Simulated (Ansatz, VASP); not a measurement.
# Two plane-wave programs on Ti

File INCAR:

```
PREC = Accurate
ENCUT = 600
EDIFF = 1E-6
ISMEAR = 0
SIGMA = 0.1
LREAL = F
LASPH = T
NELM = 60
ALGO = Normal
ISIF = 3
LWAVE = F
LCHARG = F
GGA = PE
IBRION = 2
NSW = 90
EDIFFG = -0.04
```

KPOINTS

```
regular mesh
0
Gamma
  6 6 6
```

POSCAR

```
Ti
1.0
    1.8132214101      1.0468638692      3.1566539158
   -1.8132214101      1.0468638692      3.1566539158
    0.0000000000     -2.0937277384      3.1566539158
Ti
2
Direct
    0.2336400000      0.2336400000      0.2336400000
    0.7663600000      0.7663600000      0.7663600000
```

Input for Ansatz:

```yaml
crystal:
  lattice:
    - [1.8132214101, 1.0468638692, 3.1566539158]
    - [-1.8132214101, 1.0468638692, 3.1566539158]
    - [0.0, -2.0937277384, 3.1566539158]
  atoms:
    - { symbol: Ti, position: [0.23364, 0.23364, 0.23364] }
    - { symbol: Ti, position: [0.76636, 0.76636, 0.76636] }
basis:
  ecutwfc: 420
kpoints:
  mp_grid: { grid: [6, 6, 6] }
hamiltonian:
  xc: pbe
scf:
  occupations: { method: gaussian, width: 0.1 }
  lower_state_search: "off"
output:
  forces: true
  stress: true
  eigenvalues: true
relax:
  adjacent_minimum: "off"
  f_tol: 0.04
  max_steps: 70
  cell: { stress_tol: 0.4 }
```

Alike in both runs: task relaxation of cell and atoms; functional PBE; k mesh 6 × 6 × 6; occupations gaussian, width 0.1 eV; no spin polarisation.

```csv
,VASP,Ansatz
version,VASP 6.6.1,Ansatz 0.2.0
potentials or method,"VASP PAW PBE potentials, release 64 (Ti_sv)","scalar-relativistic, plane waves, PAW"
plane-wave cutoff (eV),600,420
valence electrons in the cell,24,24
```

|  | VASP | Ansatz | Ansatz less VASP |
| --- | --- | --- | --- |
| gap on the k mesh at the Fermi level, each at its own relaxed structure (eV) | none | none | - |
| relaxed volume (Å³/atom) | 17.32 | 17.43 | +0.104 |
| relaxed cell length with the largest relative difference (Å) | 5.020 | 5.040 | +0.0197 |
| energy change over the relaxation (meV/atom) | -940 | -955 | -14.8 |

A gap of «none» marks a metal or a gap that the smearing closes.
